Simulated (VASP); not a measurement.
# InAs (I4/mmm) in VASP: a series of runs

The runs below take InAs through single point, with PBE.

Program: VASP 6.6.1. These are calculated values, not measurements. Logs are shortened: lines on timing, memory, paths and dates and some standing lists are left out, and cuts for length are marked.

**1. The cell of the first run**

Symmetry: I4/mmm, No. 139, tetragonal system. The conventional cell has a = 3.965 Å, b = 3.965 Å, c = 5.463 Å, α = 90.00°, β = 90.00°, γ = 90.00°. In (site symmetry 4/mmm) is surrounded by 6 As at 2.73 to 2.80 Å. As (site symmetry 4/mmm) is surrounded by 6 In at 2.73 to 2.80 Å.

Measurements of this composition are mostly on another form, of space group No. 216.

**2. Single point, PBE (strain -0.025 along x and y, -0.050 along z, atoms carried along)**

INCAR reads:

```
PREC = Accurate
ENCUT = 520
EDIFF = 1E-6
ISMEAR = 0
SIGMA = 0.15
LREAL = False
LASPH = True
NELM = 100
ALGO = Fast
ISIF = 2
LWAVE = False
LCHARG = True
GGA = PE
LELF = True
LVHAR = True
NBANDS = 16
```

KPOINTS reads:

```
regular mesh
0
Gamma
  18 18 18
```

POSCAR reads:

```
InAs
1.0
    0.0000000000      2.8033996208      2.7315175793
    2.8033996208      0.0000000000      2.7315175793
    2.8033996208      2.8033996208      0.0000000000
In As
1 1
Direct
    0.5000000000      0.5000000000      0.5000000000
    0.0000000000      0.0000000000      0.0000000000
```

Potentials or basis: VASP PAW PBE potentials, release 64 (In_d, As).

Run with:

```console
$ cat potpaw_PBE.64/In_d/POTCAR potpaw_PBE.64/As/POTCAR > POTCAR
$ mpirun -np 1 vasp_std > vasp.out
```

OUTCAR:

```text
PREC = Accurate
   ENCUT = 520
   EDIFF = 1E-6
   ISMEAR = 0
   LREAL = False
   LASPH = True
   NELM = 100
   ISIF = 2
   GGA = PE

 ion  position               nearest neighbor table
   1  0.500  0.500  0.500-   2 2.73   2 2.73   2 2.80   2 2.80   2 2.80   2 2.80
   2  0.000  0.000  0.000-   1 2.73   1 2.73   1 2.80   1 2.80   1 2.80   1 2.80

  LATTYP: Found a body centered tetragonal cell.
 ALAT       =     3.9646057645
 C/A-ratio  =     1.3779516762

  Lattice vectors:

 A1 = (   0.0000000000,  -2.8033996208,  -2.7315175793)
 A2 = (   0.0000000000,   2.8033996208,  -2.7315175793)
 A3 = (   2.8033996208,   0.0000000000,   2.7315175793)

Analysis of symmetry for initial positions (statically):
=====================================================================
 Subroutine PRICEL returns:
 Original cell was already a primitive cell.

 Routine SETGRP: Setting up the symmetry group for a
 body centered tetragonal supercell.

 Subroutine GETGRP returns: Found 16 space group operations
 (whereof 16 operations were pure point group operations)
 out of a pool of 16 trial point group operations.

The static configuration has the point symmetry D_4h.

Analysis of symmetry for dynamics (positions and initial velocities):
=====================================================================
 Subroutine PRICEL returns:
 Original cell was already a primitive cell.

 Routine SETGRP: Setting up the symmetry group for a
 body centered tetragonal supercell.

 Subroutine GETGRP returns: Found 16 space group operations
 (whereof 16 operations were pure point group operations)
 out of a pool of 16 trial point group operations.

The dynamic configuration has the point symmetry D_4h.

 Subroutine INISYM returns: Found 16 space group operations
 (whereof 16 operations are pure point group operations),
 and found     1 'primitive' translations

----------------------------------------------------------------------------------------

                                     Primitive cell

  volume of cell :      42.9343

  direct lattice vectors                    reciprocal lattice vectors
     0.000000000  2.803399621  2.731517579    -0.178354879  0.178354879  0.183048428
     2.803399621  0.000000000  2.731517579     0.178354879 -0.178354879  0.183048428
     2.803399621  2.803399621  0.000000000     0.178354879  0.178354879 -0.183048428

  length of vectors
     3.914107525  3.914107525  3.964605764     0.311653097  0.311653097  0.311653097

  position of ions in fractional coordinates (direct lattice)
     0.500000000  0.500000000  0.500000000
     0.000000000  0.000000000  0.000000000

  ion indices of the primitive-cell ions
   primitive index   ion index
                 1           1
                 2           2

----------------------------------------------------------------------------------------

 KPOINTS: regular mesh

Automatic generation of k-mesh.
 Grid dimensions read from file:
 generate k-points for:   18   18   18

 Generating k-lattice:

  Cartesian coordinates                     Fractional coordinates (reciprocal lattice)
    -0.009908604  0.009908604  0.010169357     0.055555556  0.000000000  0.000000000
     0.009908604 -0.009908604  0.010169357     0.000000000  0.055555556  0.000000000
     0.009908604  0.009908604 -0.010169357     0.000000000  0.000000000  0.055555556

  Length of vectors
     0.017314061  0.017314061  0.017314061

  Shift w.r.t. Gamma in fractional coordinates (k-lattice)
     0.000000000  0.000000000  0.000000000

 Subroutine IBZKPT returns following result:
 ===========================================

 Found    480 irreducible k-points:

 Following reciprocal coordinates:
            Coordinates               Weight
  0.000000  0.000000  0.000000      1.000000
  0.055556  0.000000  0.000000      8.000000
  0.111111  0.000000  0.000000      8.000000
  0.166667 -0.000000  0.000000      8.000000
  0.222222 -0.000000  0.000000      8.000000
  0.277778  0.000000  0.000000      8.000000
[... 16 lines left out ...]
 -0.277778  0.055556  0.000000      8.000000
 -0.222222  0.055556  0.000000      8.000000
 [... further k-points ...]
   k-points           NKPTS =    480   k-points in BZ     NKDIM =    480   number of bands    NBANDS=     16
   number of dos      NEDOS =    301   number of ions     NIONS =      2
   total plane-waves  NPLWV =  27000
   dimension x,y,z NGX =    30 NGY =   30 NGZ =   30
   dimension x,y,z NGXF=    60 NGYF=   60 NGZF=   60
   ions per type =               1   1
   NGX,Y,Z   is equivalent  to a cutoff of  12.74, 12.74, 12.58 a.u.
   NGXF,Y,Z  is equivalent  to a cutoff of  25.48, 25.48, 25.16 a.u.
 SYSTEM =  unknown system
   PREC   = accura    normal or accurate (medium, high low for compatibility)
   ISTART =      0    job   : 0-new  1-cont  2-samecut
   ICHARG =      2    charge: 1-file 2-atom 10-const
   ISPIN  =      1    spin polarized calculation?
   LNONCOLLINEAR =      F non collinear calculations
   LSORBIT =      F    spin-orbit coupling
   LASPH  =      T    aspherical Exc in radial PAW
   ENCUT  =  520.0 eV  38.22 Ry    6.18 a.u.   7.28  7.28  7.37*2*pi/ulx,y,z
   NELM   =    100;   NELMIN=  2; NELMDL= -5     # of ELM steps
   EDIFF  = 0.1E-05   stopping-criterion for ELM
   LREAL  =      F    real-space projection
   EDIFFG = 0.1E-04   stopping-criterion for IOM
   NSW    =      0    number of steps for IOM
   IBRION =     -1    ionic relax: 0-MD 1-quasi-New 2-CG
   NFREE  =      0    steps in history (QN), initial steepest desc. (CG)
   ISIF   =      2    stress and relaxation
   ISYM   =      2    0-nonsym 1-usesym 2-fastsym
   POTIM  = 0.5000    time-step for ionic-motion
   TEBEG  =    0.0;   TEEND  =   0.0 temperature during run
   PSTRESS=    0.0 pullay stress
   NELECT =      18.0000    total number of electrons
   NUPDOWN=      -1.0000    fix difference up-down
   EMIN   =  10.00;   EMAX   =-10.00  energy-range for DOS
   EFERMI =   0.00;   METHOD = LEGACY
   ISMEAR =     0;   SIGMA  =   0.15  broadening in eV -4-tet -1-fermi 0-gaus
   EFERMI_NEDOS =   21; number of points for ismear=-14 and -15
   IALGO  =     68    algorithm
   IMIX   =      4    mixing-type and parameters
     AMIX     =   0.40;   BMIX     =  1.00
     AMIX_MAG =   1.60;   BMIX_MAG =  1.00
  volume/ion in A,a.u.               =      21.47       144.87
  Fermi-wavevector in a.u.,A,eV,Ry     =   1.225268  2.315420 20.426168  1.501281
  Thomas-Fermi vector in A             =   2.360312
   LORBIT       =      0    0 simple, 1 ext, 2 COOP (PROOUT), +10 PAW based schemes
   GGA     = PE    functional components
   LHFCALC =     F    Hartree Fock is set to
   AEXX    =    0.0000 exact exchange contribution
   IVDW    =     0    specifies the selected vdW correction
   LEPSILON=     F    determine dielectric tensor
   LRPA    =     F    only Hartree local field effects (RPA)
 non-spin polarized calculation
 RMM-DIIS sequential band-by-band and
 Gauss-broadening in eV      SIGMA  =   0.15
  energy-cutoff  :      520.00
  volume of cell :       42.93
 maximum number of plane-waves:      1187
 NGX is ok and might be reduce to    30
   NGX = 15   NGY = 15   NGZ = 15

 number of electron      18.0000007 magnetization

 Free energy of the ion-electron system (eV)
  ---------------------------------------------------
  ext. energy  EPLUGINS =         0.00000000
  ---------------------------------------------------
  free energy    TOTEN  =        -7.21074255 eV

  energy without entropy =       -7.19854349  energy(sigma->0) =       -7.20464302

 E-fermi :   7.1386     XC(G=0): -10.5776

 val. band max:        7.1374493489   @ k =   0.3333  -0.0000   0.0000
 cond. band min:       7.1412088075   @ k =  -0.1111   0.3889   0.2778
 fundamental gap:      0.0037594587
 Fermi energy:         7.1385996257

 k-point     1 :       0.0000    0.0000    0.0000
  band No.  band energies     occupation
      1      -7.3524      2.00000
      2      -7.3373      2.00000
      3      -7.3221      2.00000
      4      -7.3221      2.00000
      5      -7.3045      2.00000
      6      -5.7088      2.00000
[... 8 lines left out ...]
     15      14.8962      0.00000
     16      15.8630      0.00000

 k-point     2 :       0.0556    0.0000    0.0000
  band No.  band energies     occupation
      1      -7.3541      2.00000
      2      -7.3387      2.00000
      3      -7.3215      2.00000
      4      -7.3202      2.00000
      5      -7.3035      2.00000
      6      -5.6707      2.00000
[... 8 lines left out ...]
     15      14.9144      0.00000
     16      15.5331      0.00000

 k-point     3 :       0.1111    0.0000    0.0000
  band No.  band energies     occupation
      1      -7.3597      2.00000
      2      -7.3441      2.00000
      3      -7.3203      2.00000
      4      -7.3135      2.00000
      5      -7.3000      2.00000
      6      -5.5570      2.00000
[... 8 lines left out ...]
     15      14.9222      0.00000
     16      15.2317      0.00000

 k-point     4 :       0.1667   -0.0000    0.0000
  band No.  band energies     occupation
      1      -7.3692      2.00000
      2      -7.3534      2.00000
      3      -7.3199      2.00000
      4      -7.3024      2.00000
      5      -7.2927      2.00000
      6      -5.3699      2.00000
[... 8 lines left out ...]
     15      15.2738      0.00000
     16      15.3500      0.00000
[... 324 lines left out ...]
 k-point    22 :      -0.3333    0.0556    0.0000
  band No.  band energies     occupation
      1      -7.4169      2.00000
      2      -7.3949      2.00000
      3      -7.3261      2.00000
      4      -7.2588      2.00000
      5      -7.2531      2.00000
      6      -4.2946      2.00000
[... 8 lines left out ...]
     15      16.9745      0.00000
     16      18.2300      0.00000

 k-point    23 :      -0.2778    0.0556    0.0000
  band No.  band energies     occupation
      1      -7.4034      2.00000
      2      -7.3850      2.00000
      3      -7.3240      2.00000
      4      -7.2731      2.00000
      5      -7.2630      2.00000
      6      -4.6503      2.00000
[... 8 lines left out ...]
     15      16.1976      0.00000
     16      17.4467      0.00000

 k-point    24 :      -0.2222    0.0556    0.0000
  band No.  band energies     occupation
      1      -7.3889      2.00000
      2      -7.3735      2.00000
      3      -7.3225      2.00000
      4      -7.2881      2.00000
      5      -7.2740      2.00000
      6      -4.9784      2.00000
[... 8 lines left out ...]
     15      15.5416      0.00000
     16      16.7523      0.00000

 [... further k-points ...]

------------------------ aborting loop because EDIFF is reached ----------------------------------------

  FORCE on cell =-STRESS in cart. coord.  units (eV):
  Direction    XX          YY          ZZ          XY          YZ          ZX
  --------------------------------------------------------------------------------------
  -------------------------------------------------------------------------------------
  Total        1.8140128      1.8140128      2.9739282      0.0000000     -0.0000000      0.0000000
  in kB       67.6934913     67.6934913    110.9780382      0.0000000     -0.0000000      0.0000000
  external PRESSURE =      82.1216736 kB  Pullay stress =       0.0000000 kB

 VOLUME and BASIS-vectors are now :
 -----------------------------------------------------------------------------
  energy-cutoff  :      520.00
  volume of cell :       42.93
      direct lattice vectors                 reciprocal lattice vectors
     0.000000000  2.803399621  2.731517579    -0.178354879  0.178354879  0.183048428
     2.803399621  0.000000000  2.731517579     0.178354879 -0.178354879  0.183048428
     2.803399621  2.803399621  0.000000000     0.178354879  0.178354879 -0.183048428

 POSITION                                       TOTAL-FORCE (eV/Angst)
 -----------------------------------------------------------------------------------
      2.80340      2.80340      2.73152         0.000000      0.000000     -0.000000
      0.00000      0.00000      0.00000         0.000000      0.000000      0.000000
 -----------------------------------------------------------------------------------
    total drift:                                0.000000      0.000000      0.000000

  FREE ENERGIE OF THE ION-ELECTRON SYSTEM (eV)
  ---------------------------------------------------
  free  energy   TOTEN  =        -7.2107425493 eV

  energy  without entropy=       -7.1985434945  energy(sigma->0) =       -7.20464302
```

Wall time 3.7 min (1 thread of Intel Xeon 6975P-C (Granite Rapids), shared host); peak memory 0.44 GiB.

Results:

```
Free energy            : -7.2107 eV
Pressure               : 8.2 GPa
Band gap on the k mesh : none (metal or under the smearing width)
```

Stress tensor (GPa, compression positive):
```
 6.77  0.00  0.00
 0.00  6.77  0.00
 0.00  0.00 11.10
```

**3. Single point, PBE (strain -0.025 along x and y, -0.025 along z, atoms carried along)**

INCAR reads:

```
PREC = Accurate
ENCUT = 520
EDIFF = 1E-6
ISMEAR = 0
SIGMA = 0.15
LREAL = F
LASPH = T
NELM = 100
ALGO = Fast
ISIF = 2
LWAVE = F
LCHARG = F
GGA = PE
NBANDS = 16
```

KPOINTS reads:

```
Automatic mesh
0
Gamma
  18 18 18
```

POSCAR reads:

```
InAs
1.0
    0.0000000000      2.8033996208      2.8033996208
    2.8033996208      0.0000000000      2.8033996208
    2.8033996208      2.8033996208      0.0000000000
In As
1 1
Direct
    0.5000000000      0.5000000000      0.5000000000
    0.0000000000      0.0000000000      0.0000000000
```

Potentials or basis: VASP PAW PBE potentials, release 64 (In_d, As).

Run with:

```console
$ cat potpaw_PBE.64/In_d/POTCAR potpaw_PBE.64/As/POTCAR > POTCAR
$ mpirun -np 1 vasp_std > vasp.out
```

Wall time 82 s (1 thread of Intel Xeon 6975P-C (Granite Rapids), shared host); peak memory 0.28 GiB.

The run converged. Its results:

- Free energy: -7.2692 eV
- Pressure: 6.0 GPa
- Band gap on the k mesh: none (metal or under the smearing width)

Levels at points of the mesh, in eV from the Fermi level:
```csv
k point,band 6,band 7,band 8,band 9,band 10,band 11,band 12,band 13
"(0.00, 0.00, 0.00)",-12.65,-0.25,-0.25,-0.25,-0.10,7.24,7.24,7.24
"(0.50, 0.00, 0.00)",-10.73,-6.93,0.20,0.20,2.19,3.29,3.29,4.92
"(0.50, 0.50, 0.00)",-9.63,-5.18,-2.87,-2.49,-2.49,3.74,9.83,9.83
```

**4. Single point, PBE (strain -0.050 along x and y, +0.000 along z, atoms carried along)**

INCAR reads:

```
SYSTEM = InAs
ALGO     = Fast           ! electronic algorithm
EDIFF    = 1E-6           ! SCF threshold, eV
ENCUT    = 520            ! plane-wave cutoff, eV
GGA      = PE             ! functional
ISIF     = 2              ! what is computed and relaxed
ISMEAR   = 0              ! smearing method
LASPH    = .True.         ! aspherical terms in the spheres
LCHARG   = .False.        ! write CHGCAR
LREAL    = .False.        ! projectors in reciprocal space
LWAVE    = .False.        ! write WAVECAR
NBANDS   = 16             ! bands
NELM     = 100            ! most SCF steps
PREC     = Accurate       ! precision mode
SIGMA    = 0.15           ! smearing width, eV
```

KPOINTS reads:

```
k-points
0
Gamma
  18 18 18
  0 0 0
```

POSCAR reads:

```
InAs
1.0
    0.0000000000      2.7315175793      2.8752816624
    2.7315175793      0.0000000000      2.8752816624
    2.7315175793      2.7315175793      0.0000000000
In As
1 1
Direct
    0.5000000000      0.5000000000      0.5000000000
    0.0000000000      0.0000000000      0.0000000000
```

Run with:

```console
$ cat potpaw_PBE.64/In_d/POTCAR potpaw_PBE.64/As/POTCAR > POTCAR
$ mpirun -np 1 vasp_std > vasp.out
```

Run time: 2.9 min. Hardware: 1 thread of Intel Xeon 6975P-C (Granite Rapids), shared host; peak memory 0.44 GiB.

It converged, with:

```
Free energy            : -7.1841 eV
Pressure               : 8.9 GPa
Band gap on the k mesh : none (metal or under the smearing width)
```

Stress tensor (GPa, compression positive):
```
11.35  0.00  0.00
 0.00 11.35  0.00
 0.00  0.00  4.09
```

Levels at points of the mesh, in eV from the Fermi level:
| k point | band 7 | band 8 | band 9 | band 10 | band 11 | band 12 |
| --- | --- | --- | --- | --- | --- | --- |
| (0.00, 0.00, 0.00) | -0.44 | -0.44 | 0.05 | 0.13 | 7.00 | 7.04 |
| (0.50, 0.00, 0.00) | -7.10 | 0.04 | 0.36 | 2.10 | 3.20 | 3.53 |
| (0.50, 0.50, 0.00) | -5.36 | -2.48 | -2.43 | -2.43 | 3.87 | 10.23 |
| (0.50, 0.00, 0.50) | -5.37 | -3.00 | -2.97 | -2.35 | 3.62 | 9.14 |

**5. The runs side by side**

```csv
cell,gap on the mesh (eV),pressure (GPa)
"strain -0.025 along x and y, -0.050 along z, atoms carried along",none,8.2
"strain -0.025 along x and y, -0.025 along z, atoms carried along",none,6.0
"strain -0.050 along x and y, +0.000 along z, atoms carried along",none,8.9
```

Alike in all rows: task single point; level PBE; potentials or basis VASP PAW PBE potentials, release 64 (In_d, As); no spin polarisation; k mesh 18 × 18 × 18; cutoff (eV) 520; smearing gaussian 0.15 eV.

Total energies depend on the potentials used, so only differences within one code and one set of settings carry meaning.
